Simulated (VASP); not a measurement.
# TePb (Fm-3m) in VASP: further runs

One crystal, TePb, is run at these levels: PBE; tasks: relaxation of cell and atoms, relaxation of the atoms.

Everything below comes from runs of VASP 6.6.1. Logs are shortened: lines on timing, memory, paths and dates and some standing lists are left out, and cuts for length are marked.

**1. The structure**

It takes space group Fm-3m (No. 225, cubic). Conventional cell: a = 6.568 Å, b = 6.568 Å, c = 6.568 Å, α = 90.00°, β = 90.00°, γ = 90.00°. Te (site symmetry m-3m) is surrounded by 6 Pb at 3.28 Å. Around Pb (site symmetry m-3m) lie 6 Te at 3.28 Å.

**2. Relaxation of cell and atoms, PBE**

Contents of INCAR:

```
ALGO     = Normal         # electronic algorithm
EDIFF    = 1E-7           # SCF threshold, eV
EDIFFG   = -0.005         # ionic threshold
ENCUT    = 600            # plane-wave cutoff, eV
GGA      = PE             # functional
IBRION   = 2              # ionic algorithm
ISIF     = 3              # what is computed and relaxed
ISMEAR   = 0              # smearing method
LASPH    = T              # aspherical terms in the spheres
LCHARG   = F              # write CHGCAR
LREAL    = F              # projectors in reciprocal space
LWAVE    = F              # write WAVECAR
NELM     = 80             # most SCF steps
NSW      = 90             # ionic steps
PREC     = Accurate       # precision mode
SIGMA    = 0.03           # smearing width, eV
```

Contents of KPOINTS:

```
k-points
0
Gamma
  8 8 8
```

Contents of POSCAR:

```
TePb                                    
1.0
    0.0000000000      3.2840937665      3.2840937665
    3.2840937665      0.0000000000      3.2840937665
    3.2840937665      3.2840937665      0.0000000000
  Te              Pb            
     1     1
Direct
     0.5000000000000000    0.5000000000000000    0.5000000000000000
     0.0000000000000000    0.0000000000000000    0.0000000000000000
```

Potentials or basis: VASP PAW PBE potentials, release 64 (Te, Pb_d).

Launch:

```sh
$ cat potpaw_PBE.64/Te/POTCAR potpaw_PBE.64/Pb_d/POTCAR > POTCAR
$ mpirun -np 1 vasp_std > vasp.out
```

OUTCAR:

```text
EDIFF = 1E-7
   EDIFFG = -0.005
   ENCUT = 600
   GGA = PE
   IBRION = 2
   ISIF = 3
   ISMEAR = 0
   LASPH = T
   LREAL = F
   NELM = 80
   NSW = 90
   PREC = Accurate

 ion  position               nearest neighbor table
   1  0.500  0.500  0.500-   2 3.28   2 3.28   2 3.28   2 3.28   2 3.28   2 3.28
   2  0.000  0.000  0.000-   1 3.28   1 3.28   1 3.28   1 3.28   1 3.28   1 3.28

  LATTYP: Found a face centered cubic cell.
 ALAT       =     6.5681875330

  Lattice vectors:

 A1 = (   0.0000000000,   3.2840937665,   3.2840937665)
 A2 = (   3.2840937665,   0.0000000000,   3.2840937665)
 A3 = (   3.2840937665,   3.2840937665,   0.0000000000)

Analysis of symmetry for initial positions (statically):
=====================================================================
 Subroutine PRICEL returns:
 Original cell was already a primitive cell.

 Routine SETGRP: Setting up the symmetry group for a
 face centered cubic supercell.

 Subroutine GETGRP returns: Found 48 space group operations
 (whereof 48 operations were pure point group operations)
 out of a pool of 48 trial point group operations.

The static configuration has the point symmetry O_h .

Analysis of symmetry for dynamics (positions and initial velocities):
=====================================================================
 Subroutine PRICEL returns:
 Original cell was already a primitive cell.

 Routine SETGRP: Setting up the symmetry group for a
 face centered cubic supercell.

 Subroutine GETGRP returns: Found 48 space group operations
 (whereof 48 operations were pure point group operations)
 out of a pool of 48 trial point group operations.

The dynamic configuration has the point symmetry O_h .

 Subroutine INISYM returns: Found 48 space group operations
 (whereof 48 operations are pure point group operations),
 and found     1 'primitive' translations

----------------------------------------------------------------------------------------

                                     Primitive cell

  volume of cell :      70.8397

  direct lattice vectors                    reciprocal lattice vectors
     0.000000000  3.284093766  3.284093766    -0.152249002  0.152249002  0.152249002
     3.284093766  0.000000000  3.284093766     0.152249002 -0.152249002  0.152249002
     3.284093766  3.284093766  0.000000000     0.152249002  0.152249002 -0.152249002

  length of vectors
     4.644409945  4.644409945  4.644409945     0.263703008  0.263703008  0.263703008

  position of ions in fractional coordinates (direct lattice)
     0.500000000  0.500000000  0.500000000
     0.000000000  0.000000000  0.000000000

  ion indices of the primitive-cell ions
   primitive index   ion index
                 1           1
                 2           2

----------------------------------------------------------------------------------------

 KPOINTS: k-points

Automatic generation of k-mesh.
 Grid dimensions read from file:
 generate k-points for:    8    8    8

 Generating k-lattice:

  Cartesian coordinates                     Fractional coordinates (reciprocal lattice)
    -0.019031125  0.019031125  0.019031125     0.125000000  0.000000000  0.000000000
     0.019031125 -0.019031125  0.019031125     0.000000000  0.125000000  0.000000000
     0.019031125  0.019031125 -0.019031125     0.000000000  0.000000000  0.125000000

  Length of vectors
     0.032962876  0.032962876  0.032962876

  Shift w.r.t. Gamma in fractional coordinates (k-lattice)
     0.000000000  0.000000000  0.000000000

 Subroutine IBZKPT returns following result:
 ===========================================

 Found     29 irreducible k-points:

 Following reciprocal coordinates:
            Coordinates               Weight
  0.000000  0.000000  0.000000      1.000000
  0.125000  0.000000  0.000000      8.000000
  0.250000  0.000000  0.000000      8.000000
  0.375000  0.000000  0.000000      8.000000
  0.500000  0.000000  0.000000      4.000000
  0.125000  0.125000  0.000000      6.000000
[... 16 lines left out ...]
  0.500000  0.250000  0.125000     48.000000
 -0.375000  0.250000  0.125000     24.000000
 [... further k-points ...]
   k-points           NKPTS =     29   k-points in BZ     NKDIM =     29   number of bands    NBANDS=     14
   number of dos      NEDOS =    301   number of ions     NIONS =      2
   total plane-waves  NPLWV =  64000
   dimension x,y,z NGX =    40 NGY =   40 NGZ =   40
   dimension x,y,z NGXF=    80 NGYF=   80 NGZF=   80
   ions per type =               1   1
   NGX,Y,Z   is equivalent  to a cutoff of  14.32, 14.32, 14.32 a.u.
   NGXF,Y,Z  is equivalent  to a cutoff of  28.64, 28.64, 28.64 a.u.
 SYSTEM =  unknown system
   PREC   = accura    normal or accurate (medium, high low for compatibility)
   ISTART =      0    job   : 0-new  1-cont  2-samecut
   ICHARG =      2    charge: 1-file 2-atom 10-const
   ISPIN  =      1    spin polarized calculation?
   LNONCOLLINEAR =      F non collinear calculations
   LSORBIT =      F    spin-orbit coupling
   LASPH  =      T    aspherical Exc in radial PAW
   ENCUT  =  600.0 eV  44.10 Ry    6.64 a.u.   9.28  9.28  9.28*2*pi/ulx,y,z
   NELM   =     80;   NELMIN=  2; NELMDL= -5     # of ELM steps
   EDIFF  = 0.1E-06   stopping-criterion for ELM
   LREAL  =      F    real-space projection
   EDIFFG = -.5E-02   stopping-criterion for IOM
   NSW    =     90    number of steps for IOM
   IBRION =      2    ionic relax: 0-MD 1-quasi-New 2-CG
   NFREE  =      1    steps in history (QN), initial steepest desc. (CG)
   ISIF   =      3    stress and relaxation
   ISYM   =      2    0-nonsym 1-usesym 2-fastsym
   POTIM  = 0.5000    time-step for ionic-motion
   TEBEG  =    0.0;   TEEND  =   0.0 temperature during run
   PSTRESS=    0.0 pullay stress
   NELECT =      20.0000    total number of electrons
   NUPDOWN=      -1.0000    fix difference up-down
   EMIN   =  10.00;   EMAX   =-10.00  energy-range for DOS
   EFERMI =   0.00;   METHOD = LEGACY
   ISMEAR =     0;   SIGMA  =   0.03  broadening in eV -4-tet -1-fermi 0-gaus
   EFERMI_NEDOS =   21; number of points for ismear=-14 and -15
   IALGO  =     38    algorithm
   IMIX   =      4    mixing-type and parameters
     AMIX     =   0.40;   BMIX     =  1.00
     AMIX_MAG =   1.60;   BMIX_MAG =  1.00
  volume/ion in A,a.u.               =      35.42       239.02
  Fermi-wavevector in a.u.,A,eV,Ry     =   1.073971  2.029511 15.693151  1.153414
  Thomas-Fermi vector in A             =   2.209786
   LORBIT       =      0    0 simple, 1 ext, 2 COOP (PROOUT), +10 PAW based schemes
   GGA     = PE    functional components
   LHFCALC =     F    Hartree Fock is set to
   AEXX    =    0.0000 exact exchange contribution
   IVDW    =     0    specifies the selected vdW correction
   LEPSILON=     F    determine dielectric tensor
   LRPA    =     F    only Hartree local field effects (RPA)
 conjugate gradient relaxation of ions
 non-spin polarized calculation
 Gauss-broadening in eV      SIGMA  =   0.03
  energy-cutoff  :      600.00
  volume of cell :       70.84
 maximum number of plane-waves:      2421
 NGX is ok and might be reduce to    40
   NGX = 19   NGY = 19   NGZ = 19

 number of electron      20.0000002 magnetization

 Free energy of the ion-electron system (eV)
  ---------------------------------------------------
  ext. energy  EPLUGINS =         0.00000000
  ---------------------------------------------------
  free energy    TOTEN  =        -7.52299644 eV

  energy without entropy =       -7.52299644  energy(sigma->0) =       -7.52299644

 E-fermi :   5.1525     XC(G=0):  -9.0816

 val. band max:        5.0011359932   @ k =   0.5000   0.0000   0.0000
 cond. band min:       5.8324910754   @ k =   0.5000   0.0000   0.0000
 fundamental gap:      0.8313550822
 Fermi energy:         5.1525305101

 k-point     1 :       0.0000    0.0000    0.0000
  band No.  band energies     occupation
      1     -11.6425      2.00000
      2     -11.6425      2.00000
      3     -11.6369      2.00000
      4     -11.6369      2.00000
      5     -11.6369      2.00000
      6      -6.6167      2.00000
      7      -0.7082      2.00000
      8       3.8441      2.00000
      9       3.8441      2.00000
     10       3.8441      2.00000
     11       9.0277      0.00000
     12       9.0277      0.00000
     13       9.0277      0.00000
     14      10.9148      0.00000

 k-point     2 :       0.1250    0.0000    0.0000
  band No.  band energies     occupation
      1     -11.6439      2.00000
      2     -11.6439      2.00000
      3     -11.6365      2.00000
      4     -11.6351      2.00000
      5     -11.6351      2.00000
      6      -6.4920      2.00000
      7      -1.0772      2.00000
      8       3.8816      2.00000
      9       3.8816      2.00000
     10       4.0373      2.00000
     11       8.2907      0.00000
     12       8.4766      0.00000
     13       8.4766      0.00000
     14      10.7668      0.00000

 k-point     3 :       0.2500    0.0000    0.0000
  band No.  band energies     occupation
      1     -11.6481      2.00000
      2     -11.6481      2.00000
      3     -11.6356      2.00000
      4     -11.6300      2.00000
      5     -11.6300      2.00000
      6      -6.1348      2.00000
      7      -1.9328      2.00000
      8       3.9976      2.00000
      9       3.9976      2.00000
     10       4.4159      2.00000
     11       7.1554      0.00000
     12       7.5091      0.00000
     13       7.5091      0.00000
     14      11.0548      0.00000
[... 324 lines left out ...]
 k-point    23 :       0.5000    0.2500    0.1250
  band No.  band energies     occupation
      1     -11.6633      2.00000
      2     -11.6467      2.00000
      3     -11.6346      2.00000
      4     -11.6255      2.00000
      5     -11.6224      2.00000
      6      -5.4007      2.00000
      7      -2.7784      2.00000
      8       2.4722      2.00000
      9       3.1004      2.00000
     10       4.4006      2.00000
     11       6.7837      0.00000
     12       8.0472      0.00000
     13       9.2314      0.00000
     14      10.8774      0.00000

 k-point    24 :      -0.3750    0.2500    0.1250
  band No.  band energies     occupation
      1     -11.6646      2.00000
      2     -11.6485      2.00000
      3     -11.6316      2.00000
      4     -11.6271      2.00000
      5     -11.6206      2.00000
      6      -5.1430      2.00000
      7      -3.1015      2.00000
      8       2.5039      2.00000
      9       2.6885      2.00000
     10       4.6282      2.00000
     11       6.4241      0.00000
     12       8.5315      0.00000
     13       8.9378      0.00000
     14      11.8912      0.00000

 [... further k-points ...]
[... 5 lines left out ...]
  --------------------------------------------------------------------------------------
  -------------------------------------------------------------------------------------
  Total        0.0055817      0.0055817      0.0055817      0.0000000     -0.0000000     -0.0000000
  in kB        0.1262412      0.1262412      0.1262412      0.0000000     -0.0000000     -0.0000000
  external PRESSURE =       0.1262412 kB  Pullay stress =       0.0000000 kB

 VOLUME and BASIS-vectors are now :
 -----------------------------------------------------------------------------
  energy-cutoff  :      600.00
  volume of cell :       70.84
      direct lattice vectors                 reciprocal lattice vectors
     0.000000000  3.284093766  3.284093766    -0.152249002  0.152249002  0.152249002
     3.284093766  0.000000000  3.284093766     0.152249002 -0.152249002  0.152249002
     3.284093766  3.284093766  0.000000000     0.152249002  0.152249002 -0.152249002

 POSITION                                       TOTAL-FORCE (eV/Angst)
 -----------------------------------------------------------------------------------
      3.28409      3.28409      3.28409        -0.000000     -0.000000     -0.000000
      0.00000      0.00000      0.00000         0.000000      0.000000      0.000000
 -----------------------------------------------------------------------------------
    total drift:                                0.000000     -0.000000     -0.000000

  FREE ENERGIE OF THE ION-ELECTRON SYSTEM (eV)
  ---------------------------------------------------
  free  energy   TOTEN  =        -7.5229964431 eV

  energy  without entropy=       -7.5229964431  energy(sigma->0) =       -7.52299644

 reached required accuracy - stopping structural energy minimisation
```

Run time: 33 s. Hardware: 1 thread of Intel Xeon Platinum 8488C (Sapphire Rapids), shared host; peak memory 0.25 GiB.

What came out:

```
Free energy             : -7.5230 eV
Pressure after relaxing : 0.0 GPa
Band gap on the k mesh  : 0.83 eV, direct
```

Final structure:
```xyz
2
Lattice="0.0000 3.2841 3.2841 3.2841 0.0000 3.2841 3.2841 3.2841 0.0000" Properties=species:S:1:pos:R:3 pbc="T T T"
Te    3.2841    3.2841    3.2841
Pb    0.0000    0.0000    0.0000
```

Caveat: the relaxation stopped at its first step, so nothing moved; spin-orbit coupling is left out, which as a rule narrows the gap of such compounds by several tenths of an eV. A k mesh can miss the band edges.

**3. Relaxation of the atoms, PBE (a relaxed cell with its volume scaled by 0.94)**

Contents of INCAR:

```
ALGO     = Normal         # electronic algorithm
EDIFF    = 1E-7           # SCF threshold, eV
EDIFFG   = -0.01          # ionic threshold
ENCUT    = 600            # plane-wave cutoff, eV
GGA      = PE             # functional
IBRION   = 2              # ionic algorithm
ISIF     = 2              # what is computed and relaxed
ISMEAR   = 0              # smearing method
LASPH    = T              # aspherical terms in the spheres
LCHARG   = F              # write CHGCAR
LREAL    = F              # projectors in reciprocal space
LWAVE    = F              # write WAVECAR
NELM     = 80             # most SCF steps
NSW      = 40             # ionic steps
PREC     = Accurate       # precision mode
SIGMA    = 0.03           # smearing width, eV
```

KPOINTS is that of step 2.

Contents of POSCAR:

```
TePb                                    
1.0
    0.0000000000      3.2170526334      3.2170526334
    3.2170526334      0.0000000000      3.2170526334
    3.2170526334      3.2170526334      0.0000000000
  Te              Pb            
     1     1
Direct
     0.5000000000000000    0.5000000000000000    0.5000000000000000
     0.0000000000000000    0.0000000000000000    0.0000000000000000
```

Potentials or basis: VASP PAW PBE potentials, release 64 (Te, Pb_d).

Launch:

```sh
$ cat potpaw_PBE.64/Te/POTCAR potpaw_PBE.64/Pb_d/POTCAR > POTCAR
$ mpirun -np 1 vasp_std > vasp.out
```

Run time: 24 s. Hardware: 1 thread of Intel Xeon Platinum 8488C (Sapphire Rapids), shared host; peak memory 0.22 GiB.

Results (log left out):

| Quantity | Value |
| --- | --- |
| Free energy | -7.4880 eV |
| Pressure after relaxing | 2.8 GPa |
| Band gap on the k mesh | 0.71 eV, direct |

Final structure:
```
CELL_PARAMETERS angstrom
0.00000 3.21705 3.21705
3.21705 0.00000 3.21705
3.21705 3.21705 0.00000
ATOMIC_POSITIONS crystal
Te 0.50000 0.50000 0.50000
Pb 0.00000 0.00000 0.00000
```

Levels at points of the mesh, in eV from the valence-band top:
| k point | band 6 | band 7 | band 8 | band 9 | band 10 | band 11 | band 12 | band 13 | band 14 |
| --- | --- | --- | --- | --- | --- | --- | --- | --- | --- |
| (0.00, 0.00, 0.00) | -12.13 | -5.57 | -1.40 | -1.40 | -1.40 | 4.09 | 4.09 | 4.09 | 5.76 |
| (0.50, 0.00, 0.00) | -10.66 | -8.66 | -0.93 | -0.93 | 0.00 | 0.71 | 1.23 | 1.23 | 8.40 |
| (0.50, 0.50, 0.00) | -10.40 | -7.32 | -4.61 | -2.88 | -2.88 | 3.23 | 5.52 | 5.52 | 6.78 |

Caveat: the relaxation stopped at its first step, so nothing moved; spin-orbit coupling is left out, which as a rule narrows the gap of such compounds by several tenths of an eV. A k mesh can miss the band edges.

**4. Relaxation of the atoms, PBE (a relaxed cell with its volume scaled by 0.96)**

INCAR is that of step 3.

KPOINTS is that of step 3.

Contents of POSCAR:

```
TePb                                    
1.0
    0.0000000000      3.2397086801      3.2397086801
    3.2397086801      0.0000000000      3.2397086801
    3.2397086801      3.2397086801      0.0000000000
  Te              Pb            
     1     1
Direct
     0.5000000000000000    0.5000000000000000    0.5000000000000000
     0.0000000000000000    0.0000000000000000    0.0000000000000000
```

Launch:

```sh
$ cat potpaw_PBE.64/Te/POTCAR potpaw_PBE.64/Pb_d/POTCAR > POTCAR
$ mpirun -np 1 vasp_std > vasp.out
```

Wall time 34 s (1 thread of Intel Xeon Platinum 8488C (Sapphire Rapids), shared host); peak memory 0.25 GiB.

It converged, with:

| Quantity | Value |
| --- | --- |
| Free energy | -7.5079 eV |
| Pressure after relaxing | 1.7 GPa |
| Band gap on the k mesh | 0.75 eV, direct |

Final structure:
```cif
data_structure
_symmetry_space_group_name_H-M 'P 1'
_symmetry_Int_Tables_number 1
_cell_length_a 4.5816
_cell_length_b 4.5816
_cell_length_c 4.5816
_cell_angle_alpha 60.000
_cell_angle_beta 60.000
_cell_angle_gamma 60.000
_cell_volume 68.01
loop_
_atom_site_label
_atom_site_type_symbol
_atom_site_fract_x
_atom_site_fract_y
_atom_site_fract_z
_atom_site_occupancy
Te1 Te 0.50000 0.50000 0.50000 1
Pb1 Pb 0.00000 0.00000 0.00000 1
```

Levels at points of the mesh, in eV from the valence-band top:
```csv
k point,band 8,band 9,band 10,band 11,band 12,band 13
"(0.00, 0.00, 0.00)",-1.31,-1.31,-1.31,4.07,4.07,4.07
"(0.50, 0.00, 0.00)",-0.86,-0.86,0.00,0.75,1.29,1.29
"(0.50, 0.50, 0.00)",-4.43,-2.75,-2.75,3.33,5.45,5.45
```

Caveat: the relaxation stopped at its first step, so nothing moved; spin-orbit coupling is left out, which as a rule narrows the gap of such compounds by several tenths of an eV.

**5. Summary**

```tsv
task	cell	gap on the mesh (eV)	pressure (GPa)
relaxation of cell and atoms	relaxed	0.83	0.0
relaxation of the atoms	atoms relaxed from: a relaxed cell with its volume scaled by 0.94	0.71	2.8
relaxation of the atoms	atoms relaxed from: a relaxed cell with its volume scaled by 0.96	0.75	1.7
```

Alike in all rows: level PBE; potentials or basis VASP PAW PBE potentials, release 64 (Te, Pb_d); no spin polarisation; k mesh 8 × 8 × 8; cutoff (eV) 600; smearing gaussian 0.03 eV.

Caveats: the relaxation stopped at its first step, so nothing moved; spin-orbit coupling is left out, which as a rule narrows the gap of such compounds by several tenths of an eV.

Absolute energies hang on the potentials; compare differences alone.
